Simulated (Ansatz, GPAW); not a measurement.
TiAl: the Hubbard U on Ti d in 2 programs

The structure is tetragonal, space group P4/mmm (No. 123). Conventional cell: a = 2.837 Å, b = 2.837 Å, c = 4.059 Å, α = 90.00°, β = 90.00°, γ = 90.00°. Ti (site symmetry 4/mmm) is surrounded by 4 Ti at 2.84 Å and 8 Al at 2.85 Å. Around Al (site symmetry 4/mmm) lie 4 Al at 2.84 Å and 8 Ti at 2.85 Å.

Kept alike: task density of states; functional PBE; k mesh 9 × 9 × 7; occupations fermi-dirac, width 0.05 eV; no spin polarisation. The mesh is that of the run's cell of 2 atoms. No spin-orbit coupling.

- A: Ansatz, Ansatz PAW, cutoff 420 eV
- B: GPAW, GPAW PAW data sets (gpaw-data 1.2.1), cutoff 600 eV

| Hubbard U on Ti d (eV) | A: pressure (GPa) | B: pressure (GPa) |
| --- | --- | --- |
| 0 | -0.65 | -0.80 |
| 2 | 1.54 | 0.97 |
| 3 | 3.07 | 2.01 |
| 4 | 5.15 | 3.31 |
| 5 | 7.99 | 4.79 |
| 6 | 11.40 | 7.01 |
| 8 | 21.46 | 13.85 |

U acts on projectors that differ between programs, so one value of U isn't one strength. Pressure is positive in compression; plane-wave values hold the error of the finite cutoff, which Ansatz corrects. For a metal such a mesh leaves the last digits unconverged.

Problem. How large is the effect of the Hubbard U on Ti d, and do the programs agree on it?

Solution. From 0 to 8 eV the pressure moves by +22.11 in A, +14.65 in B (GPa). Row by row the programs differ by 0.15 to 7.61, and the shifts point the same way but differ by 34 % of the larger.
